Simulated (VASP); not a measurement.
# SiNi3: Si into a neighbouring Si vacancy

Wanted: the minimum-energy path in SiNi3 for this move: Si into a neighbouring Si vacancy. The start is a cell from a database of measured crystal structures.

Main program and level: VASP 6.6.1; PBE, spin-polarised from a ferromagnetic start; plane waves and PAW (Ni, Si).

This is a report of a sequence of runs, with most program output left out.

The database entry behind the starting cell differs from later determinations by our own check (an axis about 0.9 % long against later determinations), so it need not match the best structure at ambient conditions.

## 1. The host crystal

Symmetry: Pm-3m, No. 221, cubic system. The conventional cell has a = 3.542 Å, b = 3.542 Å, c = 3.542 Å, α = 90.00°, β = 90.00°, γ = 90.00°. Ni has 8 Ni at 2.50 Å and 4 Si at 2.50 Å nearest. Nearest to Si lie 12 Ni at 2.50 Å. Farther neighbours are not listed.

Coordinates:

```cif
data_structure
_symmetry_space_group_name_H-M 'Pm-3m'
_symmetry_Int_Tables_number 221
_cell_length_a 3.5420
_cell_length_b 3.5420
_cell_length_c 3.5420
_cell_angle_alpha 90.000
_cell_angle_beta 90.000
_cell_angle_gamma 90.000
_cell_volume 44.44
loop_
_atom_site_label
_atom_site_type_symbol
_atom_site_symmetry_multiplicity
_atom_site_Wyckoff_symbol
_atom_site_fract_x
_atom_site_fract_y
_atom_site_fract_z
_atom_site_occupancy
Ni1 Ni 3 c 0.50000 0.50000 0.00000 1
Si1 Si 1 a 0.00000 0.00000 0.00000 1
```

## 2. Relax the host

First cell and atoms are relaxed at a raised cutoff, so that later runs start from this functional's own cell.

INCAR reads:

```
SYSTEM = SiNi3
PREC = Accurate
ENCUT = 360
EDIFF = 1E-06
NELM = 120
ISMEAR = 1
SIGMA = 0.15
LREAL = .FALSE.
ALGO = Normal
GGA = PE
NBANDS = 27
ISPIN = 2
MAGMOM = 1 1 1 0
LASPH = .TRUE.
LMAXMIX = 4
LORBIT = 11
LWAVE = .FALSE.
LCHARG = .FALSE.
KPAR = 3
IBRION = 2
NSW = 40
ISIF = 3
EDIFFG = -0.02
POTIM = 0.4
```

POSCAR reads:

```
SiNi3
1.0
    3.5420000000      0.0000000000      0.0000000000
    0.0000000000      3.5420000000      0.0000000000
    0.0000000000      0.0000000000      3.5420000000
Ni Si
3 1
Direct
    0.5000000000      0.5000000000      0.0000000000
    0.5000000000      0.0000000000      0.5000000000
    0.0000000000      0.5000000000      0.5000000000
    0.0000000000      0.0000000000      0.0000000000
```

KPOINTS reads:

```
Automatic mesh
0
Gamma
7 7 7
0 0 0
```

PAW data sets: Ni and Si (PBE family, release 64).

Launch:

```sh
mpirun -np 3 vasp_std
```

It took 18 s on 3 MPI ranks of AMD EPYC 9R45, shared host; peak memory 0.4 GiB; 52 s of CPU time.

The moments of the start collapse, so the state is non-magnetic; other starts or orders were not tried. The k-mesh is coarse for a metal. The run keeps the 48 symmetry operations of its start, so it cannot find a distortion of lower symmetry.

Relaxation path:

```tsv
step	energy less that of the first step (eV)	largest force (eV/Å)	pressure (GPa)	volume (Å³)
1	0.0000	0.0000	-6.47	44.44
2	-0.0196	0.0000	4.27	42.17
3	-0.0303	0.0000	0.03	42.99
```

```tsv
conventional cell, symmetrised	before	after	change
a (Å)	3.542	3.503	-1.1 %
b (Å)	3.542	3.503	-1.1 %
c (Å)	3.542	3.503	-1.1 %
volume (Å³/atom)	11.11	10.75	-3.3 %
```

The relaxed structure:

```xyz
4
Lattice="3.5031 0.0000 0.0000 0.0000 3.5031 0.0000 0.0000 0.0000 3.5031" Properties=species:S:1:pos:R:3 pbc="T T T"
Ni    1.7515    1.7515    0.0000
Ni    1.7515    0.0000    1.7515
Ni    0.0000    1.7515    1.7515
Si    0.0000    0.0000    0.0000
```

Numbers from this step:

| Quantity | Value |
| --- | --- |
| electronic cycles | 33 |
| electrons | 34 |
| free energy (TOTEN) | -23.70 eV |
| energy at zero smearing | -23.70 eV |
| Fermi energy | 10.68 eV |
| metallic | yes |

The spin moment in the PAW sphere vanishes on all atoms.

The run ended after 3 ionic steps, 0.030 eV below its first step, once forces and stress met EDIFFG = -0.02.

## 3. Relax the start

System of this step: SiNi4. The cell holds 15 atoms: 12 Ni and 3 Si. Its edges and angles: a = 6.068 Å, b = 6.068 Å, c = 6.068 Å, α = 109.5°, β = 109.5°, γ = 109.5°. It derives from SiNi3. Nearest the centre at fractional (0.250, 0.250, 0.000): Ni9 at 1.71 Å, Ni5 at 1.74 Å, Si13 at 1.76 Å, Ni8 at 1.76 Å, Ni11 at 1.77 Å, Ni3 at 3.02 Å, Ni1 at 3.02 Å, Ni4 at 3.02 Å.

A path needs two true minima; the start is relaxed with symmetry off.

INCAR reads:

```
SYSTEM = SiNi4
PREC = Normal
ENCUT = 280
EDIFF = 1E-05
NELM = 120
ISMEAR = 1
SIGMA = 0.15
LREAL = Auto
ALGO = Fast
GGA = PE
NBANDS = 96
ISPIN = 2
MAGMOM = 1 1 1 1 1 1 1 1 1 1 1 1 0 0 0
LASPH = .TRUE.
LMAXMIX = 4
LORBIT = 11
LWAVE = .FALSE.
LCHARG = .FALSE.
KPAR = 3
IBRION = 2
NSW = 60
ISIF = 2
EDIFFG = -0.05
POTIM = 0.4
MAXMIX = 40
ISYM = 0
```

POSCAR reads:

```
SiNi4
1.0
   -3.5030935155      3.5030935155      3.5030935155
    3.5030935155     -3.5030935155      3.5030935155
    3.5030935155      3.5030935155     -3.5030935155
Ni Si
12 3
Direct
    0.2532886796      0.2519297837      0.5033319189
    0.7538586764      0.7475542113      0.4988644284
    0.7526995868      0.2495079182      0.0001260739
    0.2516417924      0.7524002941      0.0009207711
    0.2481586867      0.4965214363      0.2474326576
    0.7492785387      0.0008746254      0.2518228698
    0.7492890568      0.4977911915      0.7470337626
    0.2565678753      0.0020870736      0.7529073186
    0.4941086776      0.2417617541      0.2368682474
    0.0012302410      0.7494151784      0.2494046764
   -0.0042523152      0.2549677057      0.7528712279
    0.5037388850      0.7577241300      0.7576774274
    0.4957734202      0.4990107554     -0.0061719207
    0.4945460242     -0.0016391586      0.4968075703
   -0.0029774301      0.4995138193      0.4970974360
```

KPOINTS reads:

```
Automatic mesh
0
Gamma
4 4 4
0 0 0
```

Launch:

```sh
mpirun -np 3 vasp_std
```

The job ended after 8.5 min (3 MPI ranks; peak memory 1.2 GiB).

The magnetic state follows from one typed start and may not be the lowest.

Relaxation path:

```tsv
step	energy less that of the first step (eV)	largest force (eV/Å)
1	0.0000	0.7215
2	-0.0564	0.3283
3	-0.0684	0.1912
4	-0.0743	0.1053
5	-0.0772	0.0530
6	-0.0762	0.1279
7	-0.0779	0.0557
8	-0.0779	0.0654
9	-0.0779	0.0595
10	-0.0785	0.0213
```

The atoms that moved most (Å):

```tsv
atom	dx	dy	dz	length
Ni9	0.051	0.036	0.008	0.063
Ni11	-0.045	0.018	0.010	0.049
Ni12	-0.041	-0.017	-0.009	0.045
Ni8	-0.008	-0.030	-0.008	0.032
Ni5	0.022	0.002	0.021	0.030
Si13	0.009	0.028	0.000	0.029
Ni2	0.013	-0.024	-0.007	0.029
Ni3	0.019	-0.018	-0.005	0.026
```

Final coordinates:

```
Ni Si
1.0
    -3.50309    3.50309    3.50309
     3.50309   -3.50309    3.50309
     3.50309    3.50309   -3.50309
Ni Si
12 3
Cartesian
  1.7609 1.7508 0.0021
  1.7389 1.7453 3.5053
  -1.7437 1.7452 3.5055
  1.7377 -1.7520 3.5047
  1.7588 -0.0013 1.7629
  -1.7417 3.4996 1.7430
  1.7376 3.4996 1.7438
  1.7385 3.4990 -1.7398
  -0.0034 1.7496 1.7561
  3.4986 -1.7539 1.7507
  3.5007 1.7469 -1.7490
  3.5032 1.7475 1.7555
  -0.0010 -0.0053 3.5068
  -0.0039 3.4964 0.0002
  3.5004 -0.0031 0.0037
```

This step gave:

```
electronic cycles                                 : 65
electrons                                         : 132
free energy (TOTEN)                               : -85.8573 eV
energy at zero smearing                           : -85.8621 eV
Fermi energy                                      : 9.436 eV
moment of the cell, from the last line of the log : 2.496 μB
```

Spin moment in the PAW sphere by atom:

```tsv
atom	spin moment in the PAW sphere (μB)
Ni1	0.225
Ni2	0.227
Ni3	0.228
Ni4	0.224
Ni5	0.225
Ni6	0.225
Ni7	0.226
Ni8	0.225
Ni9	0.228
Ni10	0.226
Ni11	0.229
Ni12	0.228
Si13	-0.015
Si14	-0.015
Si15	-0.015
```

The run ended after 10 ionic steps, 0.078 eV below its first step, once the forces on the free atoms met EDIFFG = -0.05.

## 4. Relax the end

The end state is relaxed in the same way, so that both ends share their errors.

INCAR is that of step 3.

POSCAR reads:

```
SiNi4
1.0
   -3.5030935155      3.5030935155      3.5030935155
    3.5030935155     -3.5030935155      3.5030935155
    3.5030935155      3.5030935155     -3.5030935155
Ni Si
12 3
Direct
    0.2486563150      0.2488272976      0.5003741529
    0.7534598427      0.7526108249      0.5042388678
    0.7506571685      0.2462328432     -0.0002471471
    0.2495509106      0.7551201254     -0.0005498763
    0.2455392331      0.4990466628      0.2463780232
    0.7479749419     -0.0026493322      0.2509331570
    0.7492373453      0.4955064783      0.7474086090
    0.2474614784     -0.0040343820      0.7528404184
    0.5026465754      0.2498768553      0.2542220828
    0.0028708635      0.7484089261      0.2498328028
   -0.0052154873      0.2483273778      0.7515719459
    0.5009405849      0.7518992158      0.7484132912
   -0.0080671906     -0.0028589880     -0.0041027063
    0.5001128193      0.0006952303      0.5044633523
    0.0026090594      0.5013341224      0.5012689492
```

KPOINTS is that of step 3.

Launch:

```sh
mpirun -np 3 vasp_std
```

Wall time 5.8 min (3 MPI ranks); peak memory 1.2 GiB.

The steps of the relaxation:

```tsv
step	energy less that of the first step (eV)	largest force (eV/Å)
1	0.0000	0.3728
2	-0.0245	0.1965
3	-0.0312	0.1052
4	-0.0313	0.1093
5	-0.0339	0.0537
6	-0.0348	0.0374
```

The atoms that moved most (Å):

```tsv
atom	dx	dy	dz	length
Si13	0.002	0.031	0.011	0.033
Ni8	-0.001	-0.015	0.022	0.027
Ni5	-0.002	0.026	0.001	0.026
Ni4	-0.006	0.011	-0.021	0.025
Ni11	-0.015	0.000	0.017	0.022
Ni7	0.017	0.000	0.005	0.018
Ni3	0.017	-0.003	0.000	0.017
Ni12	0.000	0.001	-0.017	0.017
```

Final coordinates:

```xyz
15
Lattice="-3.5031 3.5031 3.5031 3.5031 -3.5031 3.5031 3.5031 3.5031 -3.5031" Properties=species:S:1:pos:R:3 pbc="T T T"
Ni    1.7475    1.7435   -0.0073
Ni    1.7535    1.7624    3.4984
Ni   -1.7511    1.7635    3.4931
Ni    1.7627   -1.7618    3.4999
Ni    1.7490    0.0012    1.7462
Ni   -1.7478    3.5045    1.7413
Ni    1.7468    3.5071    1.7474
Ni    1.7550    3.5036   -1.7621
Ni    0.0040    1.7643    1.7387
Ni    3.5024   -1.7403    1.7538
Ni    3.5064    1.7442   -1.7642
Ni    3.5014    1.7433    1.7505
Si    0.0064   -0.0021   -0.0128
Si    0.0066    3.5052   -0.0111
Si    3.5002    0.0049   -0.0022
```

This step gave:

- electronic cycles: 46
- free energy (TOTEN): -85.8567 eV
- energy at zero smearing: -85.8614 eV
- moment of the cell, from the last line of the log: 2.499 μB

The run ended after 6 ionic steps, 0.035 eV below its first step, once the forces on the free atoms met EDIFFG = -0.05.

## 5. Nudged elastic band

Images on a straight line between the ends relax across the path, while springs keep them spaced along it.

Edit INCAR of step 4 so:

```diff
@@ -15,12 +15,11 @@
 LMAXMIX = 4
-LORBIT = 11
 LWAVE = .FALSE.
 LCHARG = .FALSE.
-KPAR = 3
-IBRION = 2
+IMAGES = 3
+SPRING = -5
+IBRION = 1
+POTIM = 0.3
 NSW = 60
-ISIF = 2
 EDIFFG = -0.05
-POTIM = 0.4
-MAXMIX = 40
 ISYM = 0
+ISIF = 0
```

POSCAR reads:

```
SiNi4
1.0
   -3.5030935155      3.5030935155      3.5030935155
    3.5030935155     -3.5030935155      3.5030935155
    3.5030935155      3.5030935155     -3.5030935155
Ni Si
12 3
Direct
    0.2501976639      0.2516414426      0.5012370837
    0.7494191203      0.7485064681      0.4972979569
    0.7494382002      0.2514613046      0.0002124659
    0.2501695942      0.7482525725      0.9979529181
    0.2514350104      0.5026491614      0.2508556587
    0.7482882895      0.0001832696      0.2509090928
    0.7483840838      0.4969010589      0.7475071960
    0.2510808345      0.9998050023      0.7475450737
    0.5003760802      0.2501676264      0.2492433125
    0.9995417431      0.7492347493      0.2490256969
    0.9996924822      0.2500244479      0.7489914984
    0.4999830750      0.7505772171      0.7494377162
    0.4997713677      0.5003858175      0.9991075160
    0.4990810265      0.9994794212      0.4984958451
    0.0000918237      0.5001511590      0.4991754347
```

KPOINTS is that of step 4.

00/POSCAR reads:

```
SiNi4
1.0
   -3.5030935155      3.5030935155      3.5030935155
    3.5030935155     -3.5030935155      3.5030935155
    3.5030935155      3.5030935155     -3.5030935155
Ni Si
12 3
Direct
    0.2501976639      0.2516414426      0.5012370837
    0.7494191203      0.7485064681      0.4972979569
    0.7494382002      0.2514613046      0.0002124659
    0.2501695942      0.7482525725      0.9979529181
    0.2514350104      0.5026491614      0.2508556587
    0.7482882895      0.0001832696      0.2509090928
    0.7483840838      0.4969010589      0.7475071960
    0.2510808345      0.9998050023      0.7475450737
    0.5003760802      0.2501676264      0.2492433125
    0.9995417431      0.7492347493      0.2490256969
    0.9996924822      0.2500244479      0.7489914984
    0.4999830750      0.7505772171      0.7494377162
    0.4997713677      0.5003858175      0.9991075160
    0.4990810265      0.9994794212      0.4984958451
    0.0000918237      0.5001511590      0.4991754347
```

01/POSCAR reads:

```
SiNi4
1.0
   -3.5030935155      3.5030935155      3.5030935155
    3.5030935155     -3.5030935155      3.5030935155
    3.5030935155      3.5030935155     -3.5030935155
Ni Si
12 3
Direct
    0.2496020330      0.2508284569      0.5004973287
    0.7497846683      0.7487823605      0.4984310073
    0.7496516247      0.2507575968      0.0006045539
    0.2496482755      0.7489734076      0.9984953866
    0.2509254728      0.5017038910      0.2505930311
    0.7484002680     -0.0000946035      0.2508671347
    0.7487817627      0.4973570774      0.7481025337
    0.2504538436      0.9996001518      0.7482995793
    0.5002775685      0.2498095532      0.2500314332
    1.0001376105      0.7494795485      0.2496465528
    0.9990534593      0.2496840600      0.7490997666
    0.4996552069      0.7503335519      0.7492232976
    0.6242969641      0.6250579182      0.9994841208
    0.4989894216      0.9994489947      0.4991805446
    0.0001632319      0.4999293882      0.4994510591
```

02/POSCAR reads:

```
SiNi4
1.0
   -3.5030935155      3.5030935155      3.5030935155
    3.5030935155     -3.5030935155      3.5030935155
    3.5030935155      3.5030935155     -3.5030935155
Ni Si
12 3
Direct
    0.2490064021      0.2500154712      0.4997575738
    0.7501502164      0.7490582530      0.4995640576
    0.7498650492      0.2500538890      0.0009966419
    0.2491269568      0.7496942426      0.9990378550
    0.2504159353      0.5007586206      0.2503304036
    0.7485122464     -0.0003724767      0.2508251766
    0.7491794416      0.4978130959      0.7486978714
    0.2498268526      0.9993953014      0.7490540848
    0.5001790568      0.2494514800      0.2508195540
    1.0007334779      0.7497243477      0.2502674086
    0.9984144364      0.2493436722      0.7492080349
    0.4993273388      0.7500898867      0.7490088790
    0.7488225605      0.7497300190      0.9998607255
    0.4988978166      0.9994185682      0.4998652440
    0.0002346401      0.4997076174      0.4997266835
```

03/POSCAR reads:

```
SiNi4
1.0
   -3.5030935155      3.5030935155      3.5030935155
    3.5030935155     -3.5030935155      3.5030935155
    3.5030935155      3.5030935155     -3.5030935155
Ni Si
12 3
Direct
    0.2484107713      0.2492024854      0.4990178188
    0.7505157644      0.7493341454      0.5006971080
    0.7500784738      0.2493501811      0.0013887299
    0.2486056380      0.7504150776      0.9995803234
    0.2499063978      0.4998133501      0.2500677760
    0.7486242249     -0.0006503498      0.2507832184
    0.7495771206      0.4982691144      0.7492932091
    0.2491998617      0.9991904510      0.7498085904
    0.5000805450      0.2490934069      0.2516076748
    1.0013293453      0.7499691469      0.2508882645
    0.9977754135      0.2490032843      0.7493163032
    0.4989994706      0.7498462215      0.7487944604
    0.8733481569      0.8744021198      1.0002373302
    0.4988062117      0.9993881418      0.5005499435
    0.0003060483      0.4994858466      0.5000023079
```

04/POSCAR reads:

```
SiNi4
1.0
   -3.5030935155      3.5030935155      3.5030935155
    3.5030935155     -3.5030935155      3.5030935155
    3.5030935155      3.5030935155     -3.5030935155
Ni Si
12 3
Direct
    0.2478151404      0.2483894997      0.4982780638
    0.7508813124      0.7496100378      0.5018301584
    0.7502918983      0.2486464733      0.0017808179
    0.2480843193      0.7511359127      1.0001227919
    0.2493968602      0.4988680797      0.2498051484
    0.7487362034     -0.0009282229      0.2507412603
    0.7499747995      0.4987251329      0.7498885468
    0.2485728708      0.9989856005      0.7505630960
    0.4999820333      0.2487353337      0.2523957955
    1.0019252127      0.7502139461      0.2515091204
    0.9971363906      0.2486628964      0.7494245714
    0.4986716025      0.7496025563      0.7485800418
    0.9978737533      0.9990742205      1.0006139350
    0.4987146068      0.9993577153      0.5012346430
    0.0003774565      0.4992640758      0.5002779323
```

Launch:

```sh
mpirun -np 3 vasp_std
```

Run time: 67 min. Hardware: 3 MPI ranks; peak memory 1.2 GiB; 3.3 h of CPU time.

The path, image by image:

```tsv
image	path (A)	energy (eV)	Si13: x, y, z (Å)
0	0.000	0.0000	3.502, 3.498, 0.004
1	1.540	0.5374	3.505, 3.505, 0.913
2	3.063	2.9829	3.505, 3.503, 1.742
3	4.585	0.5439	3.500, 3.500, 2.578
4	6.129	0.0007	3.509, 3.501, 3.490
```

Numbers from this step:

```
electronic cycles                        : 220
path length                              : 6.129 Å
barrier                                  : 2.983 eV
barrier in the reverse direction         : 2.982 eV
barrier from a spline through the images : 2.982 eV
reaction energy                          : 7.22e-4 eV
```

What the program prints for this run, and its count of cycles, belong to image 1; the force that counts for the threshold is the band's, across the path.

## 6. Outcome

| Quantity | Value |
| --- | --- |
| hop | Si into a neighbouring Si vacancy |
| barrier | 2.98 eV |
| barrier in the reverse direction | 2.98 eV |
| barrier from a spline through the images | 2.98 eV |
| reaction energy | 7.2e-4 eV |
| path length | 6.13 Å |

What this shows: The barrier is 2.98 eV forwards and 2.98 eV backwards. With an attempt frequency of 10¹³ per second, taken as a typical value, this barrier gives about 10^-37 hops a second at 300 K. Both ends are alike and an image sits at the midpoint, which is the saddle if the path is symmetric. The band met its force threshold after 24 steps. Cell and mesh are small and were not tested. The band started on a straight line, so other routes may lie lower.

[Lines on the potential files, build, host, timing and source positions are cut from VASP's logs without a mark.]

[Logs are printed without paths, hosts, clocks, repeated set-up lines and the standing remarks that a program may print on its own settings, such as how far it seeks lower states.]

[Hosts, paths, dates, database ids (printed as entryN), source tags and the programs' standing remarks are cut or masked in the printed files.]

[Runs that stopped without an error message from VASP are left out.]
